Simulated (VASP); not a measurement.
# Hf (P6_3/mmc) in VASP: notebook

One crystal, Hf, is run at these levels: LDA, PBE+D3(BJ); tasks: relaxation of cell and atoms.

Program: VASP 6.6.1. These are calculated values, not measurements. Logs are shortened: lines on timing, memory, paths and dates and some standing lists are left out, and cuts for length are marked.

### 1 The crystal as given

Symmetry: P6_3/mmc, No. 194, hexagonal system. Conventional cell: a = 3.197 Å, b = 3.197 Å, c = 5.058 Å, α = 90.00°, β = 90.00°, γ = 120.00°. Around Hf (site symmetry -6m2) lie 12 Hf at 3.13 to 3.20 Å.

### 2 Relaxation of cell and atoms, LDA

The input, INCAR:

```
SYSTEM = Hf
PREC = Accurate
ENCUT = 600
EDIFF = 1E-6
ISMEAR = 1
SIGMA = 0.1
LREAL = .False.
LASPH = .True.
NELM = 80
ALGO = Normal
ISIF = 3
LWAVE = .False.
LCHARG = .False.
IBRION = 2
NSW = 90
EDIFFG = -0.01
```

The input, KPOINTS:

```
Automatic mesh
0
Gamma
  18 18 9
  0 0 0
```

The input, POSCAR:

```
Hf
1.0
    3.1967000000      0.0000000000      0.0000000000
   -1.5983500000      2.7684234083      0.0000000000
    0.0000000000      0.0000000000      5.0578000000
Hf
2
Direct
    0.3333333333      0.6666666667      0.2500000000
    0.6666666667      0.3333333333      0.7500000000
```

Potentials or basis: VASP PAW LDA potentials, release 64 (Hf_pv).

The run is started by

```bash
$ cat potpaw_LDA.64/Hf_pv/POTCAR > POTCAR
$ mpirun -np 1 vasp_std > vasp.out
```

OUTCAR:

```text
SYSTEM = Hf
   PREC = Accurate
   ENCUT = 600
   EDIFF = 1E-6
   ISMEAR = 1
   LREAL = .False.
   LASPH = .True.
   NELM = 80
   ISIF = 3
   IBRION = 2
   NSW = 90
   EDIFFG = -0.01

 ion  position               nearest neighbor table
   1  0.333  0.667  0.250-   2 3.13   2 3.13   2 3.13   2 3.13   2 3.13   2 3.13
   2  0.667  0.333  0.750-   1 3.13   1 3.13   1 3.13   1 3.13   1 3.13   1 3.13

  LATTYP: Found a hexagonal cell.
 ALAT       =     3.1967000000
 C/A-ratio  =     1.5821941377

  Lattice vectors:

 A1 = (   3.1967000000,   0.0000000000,   0.0000000000)
 A2 = (  -1.5983500000,   2.7684234083,   0.0000000000)
 A3 = (   0.0000000000,   0.0000000000,   5.0578000000)

Analysis of symmetry for initial positions (statically):
=====================================================================
 Subroutine PRICEL returns:
 Original cell was already a primitive cell.

 Routine SETGRP: Setting up the symmetry group for a
 hexagonal supercell.

 Subroutine GETGRP returns: Found 24 space group operations
 (whereof 12 operations were pure point group operations)
 out of a pool of 24 trial point group operations.

The static configuration has the point symmetry D_3d.
 The point group associated with its full space group is D_6h.

Analysis of symmetry for dynamics (positions and initial velocities):
=====================================================================
 Subroutine PRICEL returns:
 Original cell was already a primitive cell.

 Routine SETGRP: Setting up the symmetry group for a
 hexagonal supercell.

 Subroutine GETGRP returns: Found 24 space group operations
 (whereof 12 operations were pure point group operations)
 out of a pool of 24 trial point group operations.

The dynamic configuration has the point symmetry D_3d.
 The point group associated with its full space group is D_6h.

 Subroutine INISYM returns: Found 24 space group operations
 (whereof 12 operations are pure point group operations),
 and found     1 'primitive' translations

----------------------------------------------------------------------------------------

                                     Primitive cell

  volume of cell :      44.7606

  direct lattice vectors                    reciprocal lattice vectors
     3.196700000  0.000000000  0.000000000     0.312822598  0.180608211  0.000000000
    -1.598350000  2.768423408  0.000000000     0.000000000  0.361216423  0.000000000
     0.000000000  0.000000000  5.057800000     0.000000000  0.000000000  0.197714421

  length of vectors
     3.196700000  3.196700000  5.057800000     0.361216423  0.361216423  0.197714421

  position of ions in fractional coordinates (direct lattice)
     0.333333333  0.666666667  0.250000000
     0.666666667  0.333333333  0.750000000

  ion indices of the primitive-cell ions
   primitive index   ion index
                 1           1
                 2           2

----------------------------------------------------------------------------------------

 KPOINTS: Automatic mesh

Automatic generation of k-mesh.
 Grid dimensions read from file:
 generate k-points for:   18   18    9

 Generating k-lattice:

  Cartesian coordinates                     Fractional coordinates (reciprocal lattice)
     0.017379033  0.010033790  0.000000000     0.055555556 -0.000000000  0.000000000
     0.000000000  0.020067579  0.000000000     0.000000000  0.055555556  0.000000000
     0.000000000  0.000000000  0.021968269     0.000000000  0.000000000  0.111111111

  Length of vectors
     0.020067579  0.020067579  0.021968269

  Shift w.r.t. Gamma in fractional coordinates (k-lattice)
     0.000000000  0.000000000  0.000000000

 Subroutine IBZKPT returns following result:
 ===========================================

 Found    185 irreducible k-points:

 Following reciprocal coordinates:
            Coordinates               Weight
  0.000000  0.000000  0.000000      1.000000
  0.055556  0.000000  0.000000      6.000000
  0.111111  0.000000  0.000000      6.000000
  0.166667 -0.000000  0.000000      6.000000
  0.222222  0.000000  0.000000      6.000000
  0.277778  0.000000  0.000000      6.000000
[... 16 lines left out ...]
  0.333333  0.111111  0.000000     12.000000
  0.388889  0.111111  0.000000     12.000000
 [... further k-points ...]
   k-points           NKPTS =    185   k-points in BZ     NKDIM =    185   number of bands    NBANDS=     14
   number of dos      NEDOS =    301   number of ions     NIONS =      2
   total plane-waves  NPLWV =  31360
   dimension x,y,z NGX =    28 NGY =   28 NGZ =   40
   dimension x,y,z NGXF=    56 NGYF=   56 NGZF=   80
   ions per type =               2
   NGX,Y,Z   is equivalent  to a cutoff of  14.56, 14.56, 13.15 a.u.
   NGXF,Y,Z  is equivalent  to a cutoff of  29.12, 29.12, 26.30 a.u.
 SYSTEM =  Hf
   PREC   = accura    normal or accurate (medium, high low for compatibility)
   ISTART =      0    job   : 0-new  1-cont  2-samecut
   ICHARG =      2    charge: 1-file 2-atom 10-const
   ISPIN  =      1    spin polarized calculation?
   LNONCOLLINEAR =      F non collinear calculations
   LSORBIT =      F    spin-orbit coupling
   LASPH  =      T    aspherical Exc in radial PAW
   ENCUT  =  600.0 eV  44.10 Ry    6.64 a.u.   6.38  6.38 10.10*2*pi/ulx,y,z
   NELM   =     80;   NELMIN=  2; NELMDL= -5     # of ELM steps
   EDIFF  = 0.1E-05   stopping-criterion for ELM
   LREAL  =      F    real-space projection
   EDIFFG = -.1E-01   stopping-criterion for IOM
   NSW    =     90    number of steps for IOM
   IBRION =      2    ionic relax: 0-MD 1-quasi-New 2-CG
   NFREE  =      1    steps in history (QN), initial steepest desc. (CG)
   ISIF   =      3    stress and relaxation
   ISYM   =      2    0-nonsym 1-usesym 2-fastsym
   POTIM  = 0.5000    time-step for ionic-motion
   TEBEG  =    0.0;   TEEND  =   0.0 temperature during run
   PSTRESS=    0.0 pullay stress
   NELECT =      20.0000    total number of electrons
   NUPDOWN=      -1.0000    fix difference up-down
   EMIN   =  10.00;   EMAX   =-10.00  energy-range for DOS
   EFERMI =   0.00;   METHOD = LEGACY
   ISMEAR =     1;   SIGMA  =   0.10  broadening in eV -4-tet -1-fermi 0-gaus
   EFERMI_NEDOS =   21; number of points for ismear=-14 and -15
   IALGO  =     38    algorithm
   IMIX   =      4    mixing-type and parameters
     AMIX     =   0.40;   BMIX     =  1.00
     AMIX_MAG =   1.60;   BMIX_MAG =  1.00
  volume/ion in A,a.u.               =      22.38       151.03
  Fermi-wavevector in a.u.,A,eV,Ry     =   1.251563  2.365112 21.312311  1.566411
  Thomas-Fermi vector in A             =   2.385505
   LORBIT       =      0    0 simple, 1 ext, 2 COOP (PROOUT), +10 PAW based schemes
   GGA     = CA    functional components
   LHFCALC =     F    Hartree Fock is set to
   AEXX    =    0.0000 exact exchange contribution
   IVDW    =     0    specifies the selected vdW correction
   LEPSILON=     F    determine dielectric tensor
   LRPA    =     F    only Hartree local field effects (RPA)
 conjugate gradient relaxation of ions
 non-spin polarized calculation
 Methfessel and Paxton  Order N= 1 SIGMA  =   0.10
  energy-cutoff  :      600.00
  volume of cell :       44.76
 maximum number of plane-waves:      1521
 NGX is ok and might be reduce to    28
   NGX = 13   NGY = 13   NGZ = 21

--------------------------------------- Ionic step        1  -------------------------------------------

 number of electron      20.0000001 magnetization

 Free energy of the ion-electron system (eV)
  ---------------------------------------------------
  ext. energy  EPLUGINS =         0.00000000
  ---------------------------------------------------
  free energy    TOTEN  =       -21.31393452 eV

  energy without entropy =      -21.31453261  energy(sigma->0) =      -21.31413389

------------------------ aborting loop because EDIFF is reached ----------------------------------------

  FORCE on cell =-STRESS in cart. coord.  units (eV):
  Direction    XX          YY          ZZ          XY          YZ          ZX
  --------------------------------------------------------------------------------------
  -------------------------------------------------------------------------------------
  Total       -2.0962968     -2.0962968     -2.2094693      0.0000000      0.0000000      0.0000000
  in kB      -75.0355928    -75.0355928    -79.0865280      0.0000000      0.0000000      0.0000000
  external PRESSURE =     -76.3859045 kB  Pullay stress =       0.0000000 kB
[... 237 lines left out ...]
  energy  without entropy=      -21.3910137410  energy(sigma->0) =      -21.39095111

--------------------------------------- Ionic step        8  -------------------------------------------

 number of electron      19.9999999 magnetization

 Free energy of the ion-electron system (eV)
  ---------------------------------------------------
  ext. energy  EPLUGINS =         0.00000000
  ---------------------------------------------------
  free energy    TOTEN  =       -21.39094384 eV

  energy without entropy =      -21.39104235  energy(sigma->0) =      -21.39097667

 E-fermi :   5.3156     XC(G=0): -11.7976

 val. band max:        5.3132675365   @ k =   0.3333   0.3333   0.3333
 cond. band min:       5.3188612710   @ k =   0.0000   0.0000   0.4444
 fundamental gap:      0.0055937345
 Fermi energy:         5.3155649746

 k-point     1 :       0.0000    0.0000    0.0000
  band No.  band energies     occupation
      1     -25.6074      2.00000
      2     -24.6534      2.00000
      3     -24.6534      2.00000
      4     -24.4924      2.00000
      5     -24.4920      2.00000
      6     -24.4920      2.00000
      7      -2.2473      2.00000
      8       1.3669      2.00000
      9       6.3605     -0.00000
     10       6.4269     -0.00000
     11       6.4269     -0.00000
     12       6.7096     -0.00000
     13       7.3148     -0.00000
     14       7.3148     -0.00000
[... 375 lines left out ...]
 k-point    24 :       0.3889    0.1111    0.0000
  band No.  band energies     occupation
      1     -25.3538      2.00000
      2     -25.1721      2.00000
      3     -25.1367      2.00000
      4     -24.9186      2.00000
      5     -24.7728      2.00000
      6     -24.6619      2.00000
      7       1.9772      2.00000
      8       2.6816      2.00000
      9       2.9288      2.00000
     10       4.5165      2.00000
     11       5.8298     -0.00000
     12       6.2568     -0.00000
     13       7.0045     -0.00000
     14      10.7159      0.00000

 [... further k-points ...]

------------------------ aborting loop because EDIFF is reached ----------------------------------------

  FORCE on cell =-STRESS in cart. coord.  units (eV):
  Direction    XX          YY          ZZ          XY          YZ          ZX
  --------------------------------------------------------------------------------------
  -------------------------------------------------------------------------------------
  Total        0.0041412      0.0041412     -0.0023286      0.0000000      0.0000000     -0.0000000
  in kB        0.1591895      0.1591895     -0.0895104      0.0000000      0.0000000     -0.0000000
  external PRESSURE =       0.0762895 kB  Pullay stress =       0.0000000 kB
[... 17 lines left out ...]
  FREE ENERGIE OF THE ION-ELECTRON SYSTEM (eV)
  ---------------------------------------------------
  free  energy   TOTEN  =       -21.3909438391 eV

  energy  without entropy=      -21.3910423456  energy(sigma->0) =      -21.39097667

 reached required accuracy - stopping structural energy minimisation
```

Wall time 3.5 min (1 thread of Intel Xeon 6975P-C (Granite Rapids), shared host); peak memory 0.26 GiB.

What came out:

```yaml
Free_energy: -21.3909 eV
Relaxed_volume: 20.84 Å³/atom
Relaxed_cell: a = 3.120 Å, b = 3.120 Å, c = 4.945 Å, α = 90.00°, β = 90.00°, γ = 120.00°
Space_group_after_relaxing_to_0.05_Å: P6_3/mmc (No. 194)
Energy_gained_by_relaxing: 38.5 meV/atom
Ionic_steps: 8
Pressure_after_relaxing: 0.0 GPa
Band_gap_on_the_k_mesh: none (metal or under the smearing width)
```

The path:
```csv
step,energy change (eV),largest force (eV/Å),pressure (GPa),volume (Å³)
1,0.0000,0.0000,-7.64,44.76
2,0.0489,0.0000,12.27,38.20
3,-0.0769,0.0000,-0.18,41.75
4,-0.0769,0.0000,-0.02,41.69
5,-0.0769,0.0000,0.16,41.63
6,-0.0770,0.0000,-0.17,41.75
7,-0.0770,0.0000,-0.09,41.72
8,-0.0770,0.0000,0.01,41.68
```

Final structure:
```xyz
2
Lattice="3.1198 0.0000 0.0000 -1.5599 2.7018 0.0000 0.0000 0.0000 4.9449" Properties=species:S:1:pos:R:3 pbc="T T T"
Hf    0.0000    1.8012    1.2362
Hf    1.5599    0.9006    3.7086
```

### 3 Relaxation of cell and atoms, LDA

This run uses another cell than the first one, of 20.84 Å³/atom, 0.931 times its volume.

Changes to INCAR since step 2:

```diff
@@ -3,3 +3,3 @@
 ENCUT = 600
-EDIFF = 1E-6
+EDIFF = 1E-7
 ISMEAR = 1
@@ -15,2 +15,2 @@
 NSW = 90
-EDIFFG = -0.01
+EDIFFG = -0.005
```

KPOINTS is that of step 2.

The input, POSCAR:

```
Hf                                      
1.0
    3.1197602194      0.0000000000      0.0000000000
   -1.5598801097      2.7017916037     -0.0000000000
    0.0000000000     -0.0000000000      4.9448504704
  Hf            
     2
Direct
     0.3333333332999970    0.6666666667000030    0.2500000000000000
     0.6666666667000030    0.3333333332999970    0.7500000000000000
```

Potentials or basis: VASP PAW LDA potentials, release 64 (Hf_pv).

The run is started by

```bash
$ cat potpaw_LDA.64/Hf_pv/POTCAR > POTCAR
$ mpirun -np 1 vasp_std > vasp.out
```

It took 52 s on 1 thread of Intel Xeon 6975P-C (Granite Rapids), shared host; peak memory 0.24 GiB.

The run converged. Its results:

```
Free energy             : -21.3906 eV
Pressure after relaxing : 0.0 GPa
Band gap on the k mesh  : none (metal or under the smearing width)
```

Final structure:
```
CELL_PARAMETERS angstrom
3.11976 0.00000 0.00000
-1.55988 2.70179 0.00000
0.00000 0.00000 4.94485
ATOMIC_POSITIONS crystal
Hf 0.33333 0.66667 0.25000
Hf 0.66667 0.33333 0.75000
```

Levels at points of the mesh, in eV from the Fermi level:
```tsv
k point	band 7	band 8	band 9	band 10	band 11	band 12	band 13	band 14
(0.00, 0.00, 0.00)	-7.56	-3.95	1.05	1.11	1.11	1.39	2.00	2.00
(0.50, 0.00, 0.00)	-3.46	-3.04	-2.48	-0.57	0.69	0.94	1.76	6.28
```

Caveat: the relaxation stopped at its first step, so nothing moved. Spin-orbit coupling is left out, which matters for the levels of Hf.

### 4 Relaxation of cell and atoms, PBE+D3(BJ)

The input, INCAR:

```
SYSTEM = Hf
PREC = Accurate ; ENCUT = 600
EDIFF = 1E-6 ; ISMEAR = 1
SIGMA = 0.1 ; LREAL = .False.
LASPH = .True. ; NELM = 80
ALGO = Normal ; ISIF = 3
LWAVE = .False. ; LCHARG = .False.
GGA = PE ; IVDW = 12
IBRION = 2 ; NSW = 90
EDIFFG = -0.01
```

KPOINTS is that of step 3.

The input, POSCAR:

```
Hf
1.0
    3.1967000000      0.0000000000      0.0000000000
   -1.5983500000      2.7684234083      0.0000000000
    0.0000000000      0.0000000000      5.0578000000
Hf
2
Direct
    0.3333333333      0.6666666667      0.2500000000
    0.6666666667      0.3333333333      0.7500000000
```

Potentials or basis: VASP PAW PBE potentials, release 64 (Hf_pv).

The run is started by

```bash
$ cat potpaw_PBE.64/Hf_pv/POTCAR > POTCAR
$ mpirun -np 1 vasp_std > vasp.out
```

It took 2.1 min on 1 thread of Intel Xeon 6975P-C (Granite Rapids), shared host; peak memory 0.28 GiB.

The run converged. Its results:

```yaml
Free_energy: -20.7636 eV
Relaxed_volume: 21.77 Å³/atom
Relaxed_cell: a = 3.168 Å, b = 3.168 Å, c = 5.008 Å, α = 90.00°, β = 90.00°, γ = 120.00°
Space_group_after_relaxing_to_0.05_Å: P6_3/mmc (No. 194)
Energy_gained_by_relaxing: 6.0 meV/atom
Ionic_steps: 3
Pressure_after_relaxing: 0.0 GPa
Band_gap_on_the_k_mesh: none (metal or under the smearing width)
Dispersion_energy_per_atom: -0.463 eV
```

The path:
```tsv
step	energy change (eV)	largest force (eV/Å)	pressure (GPa)	volume (Å³)
1	0.0000	0.0000	-3.04	44.76
2	0.0064	0.0000	4.15	42.06
3	-0.0120	0.0000	-0.02	43.53
```

Final structure:
```
CELL_PARAMETERS angstrom
3.16812 0.00000 0.00000
-1.58406 2.74367 0.00000
0.00000 0.00000 5.00804
ATOMIC_POSITIONS crystal
Hf 0.33333 0.66667 0.25000
Hf 0.66667 0.33333 0.75000
```

Levels at points of the mesh, in eV from the Fermi level:
| k point | band 6 | band 7 | band 8 | band 9 | band 10 | band 11 | band 12 | band 13 | band 14 |
| --- | --- | --- | --- | --- | --- | --- | --- | --- | --- |
| (0.00, 0.00, 0.00) | -30.11 | -7.48 | -3.80 | 0.74 | 1.18 | 1.18 | 1.48 | 2.04 | 2.04 |
| (0.50, 0.00, 0.00) | -30.21 | -3.40 | -2.85 | -2.32 | -0.76 | 0.78 | 0.91 | 1.74 | 6.06 |

Caveat: pairwise dispersion overbinds metals, which lowers pressure and volume. Spin-orbit coupling is left out, which matters for the levels of Hf.
